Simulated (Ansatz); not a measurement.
# RbBr (Fm-3m) in Ansatz: further runs, part 2 of 2

Ansatz 0.2.0. The steps go on from the part before.

## (4) Single point, HSE(alpha, omega)

Input file input.yaml:

```yaml
crystal:
  lattice:
    - [0.0, 3.427, 3.427]
    - [3.427, 0.0, 3.427]
    - [3.427, 3.427, 0.0]
  atoms:
    - { symbol: Rb, position: [0.0, 0.0, 0.0] }
    - { symbol: Br, position: [0.5, 0.5, 0.5] }
kpoints:
  mp_grid: { grid: [4, 4, 4] }
scf:
  occupations: { method: fermi_dirac, width: 0.05 }
hamiltonian:
  xc: { preset: hse06, exx: { coeff: 0.25, omega: 0.2 } }
  pseudopotentials: { kind: all_electron, datasets: crystal }
output:
  forces: true
  stress: true
```

Potentials or basis: all-electron PAW datasets made for the crystal.

Run with:

```bash
ansatz run input.yaml --threads 1 --pin off --max-ram 3072MiB --backend cpu --events-out ev --progress --plain --runs-dir out
```

The log of the run:

```text
Warning: RAYON_NUM_THREADS=1 ignored (pool sized by the plan → 1); use --threads N
hamiltonian.pseudopotentials.datasets: crystal makes datasets for this crystal and solves the spheres of its atoms anew in each pass: cutoff 220.0 eV, the density's 880.0 eV;, for an error of 0.50 meV an atom under PBE, 1.0 meV for the cell; an energy difference from a run of another recipe may be off by several times the error for the cell, under r2SCAN by more, where some 0.1 meV an atom stays at smaller errors; Br in spheres of 1.376 Å, 7 of its electrons in bands; Rb in spheres of 1.376 Å, 9 of its electrons in bands
Engine: ansatz 0.2.0, aarch64-unknown-linux-gnu
Pseudopotentials: kind: all_electron
Pseudopotential: Rb, paw, valence charge 9, recommended cutoff 220 eV (normal), crystal/all_electron/pbe/scalar/gaussian/Rb, Koelling and Harmon's equation, gaussian nucleus
Pseudopotential: Br, paw, valence charge 7, recommended cutoff 220 eV (normal), crystal/all_electron/pbe/scalar/gaussian/Br, Koelling and Harmon's equation, gaussian nucleus
Functional definition: unnamed
  parameter a_1 = 0.25
  parameter omega_1 = 0.2/angstrom
  exchange = pbe_x + (-a_1)*pbe_x_sr(omega_1) + a_1*exact_x_sr(omega_1)
  correlation = pbe_c
Crystal: 2 atoms, lattice volume = 80.496 Å³
Basis set: ecut = 220 eV, 609 PW (Γ), exchange–correlation on 48×48×48 points (8 copies of the dense FFT grid, shifted against one another)
Bands: 12, of which v1, the nominal top of the filled ones, is band 8 counted from 1 (7 counted from 0)
Symmetry: 48 space group operations
Space group: Fm-3m (ITA 225), of the structure as read, at distance tolerance 4.3e-5 Å
k-points: 8 of 64
Non-local potential: Rb, projectors of the file, l = 0: 2, l = 1: 2, l = 2: 2
Non-local potential: Br, projectors of the file, l = 0: 2, l = 1: 1
PAW form: soft (Blöchl's): semilocal exchange-correlation on the pseudo side does not see the compensation charge
PAW one-centre angular grid: Rb, 110 points (default); XC on its mesh's 1897 points in the sphere
PAW one-centre angular grid: Br, 110 points (default); XC on its mesh's 1905 points in the sphere
Initial density: superposition of atomic densities (neutral atoms: chi_scale 0, normalization atom)
Initial wavefunctions: pseudopotential atomic-orbital guess
Functional: x = pbe(κ = 0.804, μ = 0.2195149727645171) + 0.25 (exact − pbe) at short range (hse, ω = 0.2 Å⁻¹), c = pbe(β = 0.06672455060314922)
iter 1 solved again at ethr=5.40e-3 eV; its pass at ethr=1.00e-1 eV (dr2=8.64e-1 eV) is discarded
SCF iter   1: F=—  HF=-152051.530321 eV  |F-HF|=—  |Δ(HF+E_count)|=         —  Δρ=1.88e-2  dr2=8.43e-1  ethr=5.40e-3  ⟨swp⟩=3.8  Hψ=543  notcnv=0
preconditioner: auto → none  [insulator: Δε(μ)=4.966 eV  Ē_g=13.458 eV  σ=0.050 eV  W_gap=1.00  n_scr=14 (ndim 8)  ℏωp=15.5 eV  f_vac=0.000  D(μ)=0.00/eV (n_scr^D=0)]
iter 2 solved again at ethr=2.89e-4 eV; its pass at ethr=5.27e-3 eV (dr2=4.62e-2 eV) is discarded
SCF iter   2: F=—  HF=-152051.274205 eV  |F-HF|=—  |Δ(HF+E_count)|=   2.56e-1  Δρ=7.84e-3  dr2=4.62e-2  ethr=2.89e-4  ⟨swp⟩=3.1  Hψ=482  notcnv=0  defer=5
SCF iter   3: F=—  HF=-152051.283130 eV  |F-HF|=—  |Δ(HF+E_count)|=   8.92e-3  Δρ=3.55e-3  dr2=1.06e-2  ethr=2.89e-4  ⟨swp⟩=2.6  Hψ=199  notcnv=0  defer=1
SCF iter   4: F=—  HF=-152051.289258 eV  |F-HF|=—  |Δ(HF+E_count)|=   6.13e-3  Δρ=7.54e-4  dr2=6.92e-4  ethr=6.64e-5  ⟨swp⟩=3.0  Hψ=214  notcnv=0
SCF iter   5: F=—  HF=-152051.290421 eV  |F-HF|=—  |Δ(HF+E_count)|=   1.16e-3  Δρ=1.34e-4  dr2=9.26e-6  ethr=4.33e-6  ⟨swp⟩=3.0  Hψ=205  notcnv=0
SCF iter   6: F=—  HF=-152053.411986 eV  |F-HF|=—  |Δ(HF+E_count)|=         —  Δρ=3.27e-3  dr2=4.83e-3  ethr=5.78e-8  ⟨swp⟩=6.0  Hψ=475  notcnv=0  defer=5
SCF iter   7: F=—  HF=-152053.409094 eV  |F-HF|=—  |Δ(HF+E_count)|=   2.89e-3  Δρ=8.89e-4  dr2=2.62e-4  ethr=5.78e-8  ⟨swp⟩=4.8  Hψ=365  notcnv=0  defer=1
SCF iter   8: F=—  HF=-152053.407814 eV  |F-HF|=—  |Δ(HF+E_count)|=   1.28e-3  Δρ=4.41e-5  dr2=2.64e-6  ethr=5.78e-8  ⟨swp⟩=3.8  Hψ=323  notcnv=0  defer=1
SCF iter   9: F=—  HF=-152053.408247 eV  |F-HF|=—  |Δ(HF+E_count)|=   4.33e-4  Δρ=1.35e-4  dr2=1.87e-6  ethr=1.65e-8  ⟨swp⟩=3.4  Hψ=297  notcnv=0  defer=1
SCF iter  10: F=—  HF=-152053.408261 eV  |F-HF|=—  |Δ(HF+E_count)|=   1.42e-5  Δρ=2.05e-5  dr2=5.06e-8  ethr=1.17e-8  ⟨swp⟩=2.2  Hψ=169  notcnv=0  defer=3
SCF iter  11: F=-152053.408259 eV  HF=-152053.408259 eV  |F-HF|=2.04e-10  |Δ(HF+E_count)|=   2.25e-6  Δρ=1.19e-6  dr2=3.49e-10  ethr=3.16e-10  ⟨swp⟩=2.4  Hψ=166  notcnv=0  defer=3
SCF 1 converged in 11 iterations: F = -152053.408261 eV  dr2 = 3.49e-10
  Residual-converged pass: ⟨swp⟩=2.9  Hψ=181  notcnv=0  max |occ|·‖R‖ = 4.9e-6 eV (tolerance 5.3e-6 eV)  dr2=4.67e-10  dr2_onsite=8.99e-10  max |Δocc| = 0.0e0
hybrid outer 1: dexx = +7.267e-12 eV
hybrid SCF converged: 1 outer / 11 inner (+0 warm-up), last move |dexx| = 7.27e-12 eV
Stability not checked: this state was not tested for a lower state beside it, because the functional holds exact exchange (a hybrid, or Hartree-Fock), whose exchange loop this test does not read (fock_operator; see scf.lower_state_search)
Free energy (F): -152053.408261 eV
Harris-Foulkes:  -152053.408261 eV  (|F-HF|=2.04e-10)
Internal energy: -152053.408261 eV  (E = F + TS)
E sigma→0 (E₀):  -152053.408261 eV
Past the cutoff: the bands carry plane waves up to 1.75 times it, of which those up to 1.5 times it add -0.000141 eV an atom, each by itself; the spheres take 0.000149 eV an atom off the energy for waves past 1.75 times it
Past the cutoffs: a stress includes 0.0004 GPa for waves and charges beyond them, in addition to the slope of what the spheres take
In the spheres:  the bands' charges fall short by 7.8e-7 e at most (sound up to 1e-3)
Fermi energy:    4.615726 eV
--- Per-component energies (eV) ---
  E_band       = -106.581113
  E_kinetic    = 258.806115
  E_local      = -509.408246  (includes V_loc(G=0)·N_el)
  E_nonlocal   = 26.317730
  E_hartree    = 225.902569
  E_xc         = -130.458919
  E_vxc        = -165.325644  (∫ρ·V_xc dr)
  E_exx        = -33.565058  (= α·E_x^exact, valence–valence)
  E_paw        = -152443.048179  (= ΣΔE_a)
  E_vpaw       = -1424.030877  (= ΣTr[D̂ρ^β])
  E_ewald      = -770.339449
  E_smearing   = -0.000000  (= −TS)
  E_closure    = 1322.385176  (closes the sum)
  Σ components = -152053.408261   (vs F -152053.408261, Δ=0.00e0)
  The terms above E_closure are by the made datasets' own strengths, without shells solved beside the bands.
--- Forces (eV/Å), atoms counted from 1 ---
  atom   1  Rb     0.00000000    -0.00000000    -0.00000000
  atom   2  Br    -0.00000000     0.00000000     0.00000000
  max |Σ_I F_I| component: 3.25e-19 eV/Å
--- Stress (GPa, compression-positive) ---
        0.754966      -0.000000       0.000000
       -0.000000       0.754966      -0.000000
       -0.000000       0.000000       0.754966
  P = ⅓ Tr σ = 0.7550 GPa (7.550 kbar)
--- Band table (eV; the first three rows and the last of 8) ---
  k-point 0: bands = ["-24.3210", "-11.3930", "-7.2214", "-7.2214", "-7.2214", "1.8006", "1.8006", "1.8006", "7.3477", "10.3646"]
  k-point 1: bands = ["-24.3158", "-11.4138", "-7.2234", "-7.2234", "-7.1898", "1.2319", "1.6098", "1.6098", "8.6331", "10.1862"]
  k-point 2: bands = ["-24.3105", "-11.4343", "-7.2253", "-7.2253", "-7.1583", "0.7774", "1.4325", "1.4325", "9.7835", "10.8037"]
  k-point 7: bands = ["-24.3075", "-11.3602", "-7.3553", "-7.3553", "-7.1956", "1.2881", "1.4344", "1.4344", "10.1027", "10.1027"]
```

It took 17 s on 1 thread of Arm Neoverse V2, shared host; peak memory 0.58 GiB.

Results:

```
Free energy            : -152053.4083 eV
Pressure               : 0.8 GPa
Band gap on the k mesh : 5.55 eV, direct
```

## (5) Single point, HSE(alpha, omega)

Edit input.yaml of step 4 so:

```diff
@@ -13,3 +13,3 @@
 hamiltonian:
-  xc: { preset: hse06, exx: { coeff: 0.25, omega: 0.2 } }
+  xc: { preset: hse06, exx: { coeff: 0.25, omega: 0.3 } }
   pseudopotentials: { kind: all_electron, datasets: crystal }
```

Run with:

```bash
ansatz run input.yaml --threads 1 --pin off --max-ram 3072MiB --backend cpu --events-out ev --progress --plain --runs-dir out
```

It took 15 s on 1 thread of Arm Neoverse V2, shared host; peak memory 0.57 GiB.

Results (log left out):

* Free energy: -152053.3275 eV
* Pressure: 0.8 GPa
* Band gap on the k mesh: 5.30 eV, direct

Levels at points of the mesh, in eV from the valence-band top:
| k point | band 4 | band 5 | band 6 | band 7 | band 8 | band 9 | band 10 |
| --- | --- | --- | --- | --- | --- | --- | --- |
| (0.00, 0.00, 0.00) | -8.99 | -8.99 | 0.00 | 0.00 | 0.00 | 5.30 | 8.28 |
| (0.00, 0.00, -0.50) | -8.99 | -8.93 | -1.00 | -0.36 | -0.36 | 7.73 | 8.73 |
| (0.00, -0.50, -0.50) | -9.06 | -9.06 | -0.49 | -0.17 | -0.17 | 6.52 | 8.17 |

## (6) Single point, HSE(alpha, omega)

Edit input.yaml of step 5 so:

```diff
@@ -13,3 +13,3 @@
 hamiltonian:
-  xc: { preset: hse06, exx: { coeff: 0.25, omega: 0.3 } }
+  xc: { preset: hse06, exx: { coeff: 0.25, omega: 0.4 } }
   pseudopotentials: { kind: all_electron, datasets: crystal }
```

Potentials or basis: all-electron PAW datasets made for the crystal.

Run with:

```bash
ansatz run input.yaml --threads 1 --pin off --max-ram 3072MiB --backend cpu --events-out ev --progress --plain --runs-dir out
```

Run time: 15 s. Hardware: 1 thread of Arm Neoverse V2, shared host; peak memory 0.58 GiB.

It converged, with:

- Free energy: -152053.2178 eV
- Pressure: 0.8 GPa
- Band gap on the k mesh: 5.11 eV, direct

Levels at points of the mesh, in eV from the valence-band top:
| k point | band 4 | band 5 | band 6 | band 7 | band 8 | band 9 | band 10 |
| --- | --- | --- | --- | --- | --- | --- | --- |
| (0.00, 0.00, 0.00) | -8.95 | -8.95 | 0.00 | 0.00 | 0.00 | 5.11 | 8.06 |
| (0.00, 0.00, -0.50) | -8.95 | -8.89 | -0.99 | -0.36 | -0.36 | 7.53 | 8.51 |
| (0.00, -0.50, -0.50) | -9.02 | -9.02 | -0.48 | -0.16 | -0.16 | 6.32 | 7.95 |

## (7) Summary

```tsv
screening of exact exchange	gap on the mesh (eV)	pressure (GPa)
0.1 1/A	5.87	0.7
0.15 1/A	5.70	0.8
0.2 1/A	5.55	0.8
0.3 1/A	5.30	0.8
0.4 1/A	5.11	0.8
```

Alike in all rows: task single point; level HSE(alpha, omega); potentials or basis all-electron PAW datasets made for the crystal; no spin polarisation; cell as given; k mesh 4 × 4 × 4; cutoff (eV) 220; smearing fermi-dirac 0.05 eV.

On the cell as given the gap runs from 5.11 eV (HSE(alpha, omega)) to 5.87 eV (HSE(alpha, omega)).

Compare energies only between runs with the same functional and basis.
